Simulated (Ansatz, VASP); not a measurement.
One calculation of B, two programs

```xyz
1
Lattice="1.8852 0.0000 0.0000 0.0000 1.8852 0.0000 0.0000 0.0000 1.8852" Properties=species:S:1:pos:R:3 pbc="T T T"
B     0.9426    0.9426    0.9426
```

The cell was built by a generator and needn't be a form met in nature.

Alike in both runs: task single point; functional HSE(alpha, omega); k mesh 7 × 7 × 7; occupations fermi-dirac, width 0.05 eV; no spin polarisation.

```csv
,VASP,Ansatz
version,VASP 6.6.1,Ansatz 0.2.0
potentials or method,"VASP PAW PBE potentials, release 64 (B)",Ansatz PAW
plane-wave cutoff (eV),520,420
valence electrons in the cell,3,3
```

|  | VASP | Ansatz | Ansatz less VASP |
| --- | --- | --- | --- |
| gap on the k mesh at the Fermi level (eV) | none | none | - |
| pressure (GPa) | -3.0 | -3.0 | -0.01 |

A gap of «none» marks a metal or a gap that the smearing closes. With one functional, cell and mesh, what is left measures potentials, basis and numerics.

Caveats: the k mesh is coarse (spacing up to 0.48 Å⁻¹), so the values aren't converged, least of all with exact exchange; the PAW data sets were made with another functional, which shifts forces and pressure a little (VASP); the PAW data sets come from PBE, with cores solved anew for the run's functional, which leaves a small shift of forces and pressure (Ansatz); the thresholds are loose for stress (Ansatz).
